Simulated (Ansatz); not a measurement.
InPd in Ansatz: the effect of target pressure

The system is InPd.

```
CELL_PARAMETERS angstrom
3.27188 0.00000 0.00000
0.00000 3.27188 0.00000
0.00000 0.00000 3.27188
ATOMIC_POSITIONS crystal
In 0.00000 0.00000 0.00000
Pd 0.50000 0.50000 0.50000
```

The cell comes from a database or a generator and needn't be the stable form of this composition.

Alike in all runs:

* Program: Ansatz 0.2.0
* Task: relaxation of cell and atoms
* Functional: PBEsol
* Potentials or basis: Ansatz PAW
* Cutoff: 420 eV (not typed: the program's choice for these potentials)
* k mesh: 8 × 8 × 8
* Occupations: fermi-dirac, width 0.05 eV
* Spin: no spin polarisation

Each run relaxes the cell or the atoms first.

```csv
target pressure,relaxed volume (Å³/atom)
0 GPa,17.11
2 GPa,16.88
5 GPa,16.56
10 GPa,16.10
20 GPa,15.36
30 GPa,?
```

Task: What does the run with target pressure 30 GPa give?

Result: Relaxed volume 14.78 Å³/atom.

Worked out: In Murnaghan's law V^(-B') rises as a straight line in P. The other rows fit best with B' = 4.8, V0 = 17.11 Å³/atom and B0 = 141 GPa, which gives 14.78 Å³/atom at 30 GPa, against the run's 14.78.

Caveats: the plane-wave basis is chosen anew once the cell has moved, so the energies of steps on either side of that aren't comparable; the PAW data sets come from PBE, with cores solved anew for the run's functional, which leaves a small shift of forces and pressure; the volume moved by over 15 % at a fixed basis, so the end points are rough (some runs).
